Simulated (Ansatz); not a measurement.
Runs of Ansatz 0.2.0 on InAs. It takes space group F-43m (No. 216, cubic). Conventional cell: a = 6.036 Å, b = 6.036 Å, c = 6.036 Å, α = 90.00°, β = 90.00°, γ = 90.00°. In (site symmetry -43m) is surrounded by 4 As at 2.61 Å. As (site symmetry -43m) has 4 In at 2.61 Å as nearest neighbours. 

| cell | gap on the mesh (eV) | pressure (GPa) |
| --- | --- | --- |
| relaxed to 5 GPa | - | 5.0 |
| relaxed to 20 GPa | 0.69 | 20.0 |
| relaxed | - | 0.0 |
| relaxed to 30 GPa | (a) | 30.0 |
| relaxed to 10 GPa | - | 10.0 |

Alike in all rows: task relaxation of cell and atoms; level PBEsol; potentials or basis all-electron LAPW, scalar-relativistic; no spin polarisation; k mesh 8 × 8 × 8; smearing fermi-dirac 0.05 eV; basis error allowed 0.001 eV/atom.

Q: Fill in the values left out.

A: (a) 0.90.

Caveats: spin-orbit coupling is left out, which moves the levels of the heavy elements (some runs).

A k mesh can miss the band edges, and the runs leave out spin-orbit coupling on As, In.
